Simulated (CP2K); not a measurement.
ZrB2:

```
Zr B
1.0
     3.17000    0.00000    0.00000
    -1.58500    2.74530    0.00000
     0.00000    0.00000    3.53300
Zr B
1 2
Direct
  0.00000 0.00000 0.00000
  0.66667 0.33333 0.50000
  0.33333 0.66667 0.50000
```

Program: CP2K 2026.2. Alike in all runs: task band structure; level PBE; no spin polarisation; cell as given; k mesh 10 × 10 × 8; smearing fermi-dirac 0.05 eV. Hardware: 1 thread of Arm Neoverse V1, with other jobs on the host.

**Question.** Order these runs on this cell by their wall time, lowest first.
A. potentials or basis POTENTIAL_UZH Zr GTH-PBE-q12, B GTH-PBE-q3; TZV2P-MOLOPT-PBE-GTH basis; ADDED_MOS [15]
B. potentials or basis GTH_POTENTIALS Zr GTH-PBE-q12, B GTH-PBE-q3; SZV-MOLOPT-SR-GTH basis; ADDED_MOS [9]
C. potentials or basis GTH_POTENTIALS Zr GTH-PBE-q12, B GTH-PBE-q3; DZVP-MOLOPT-SR-GTH basis; ADDED_MOS [15]

**Answer.** B (29 s), C (110 s), A (310 s).
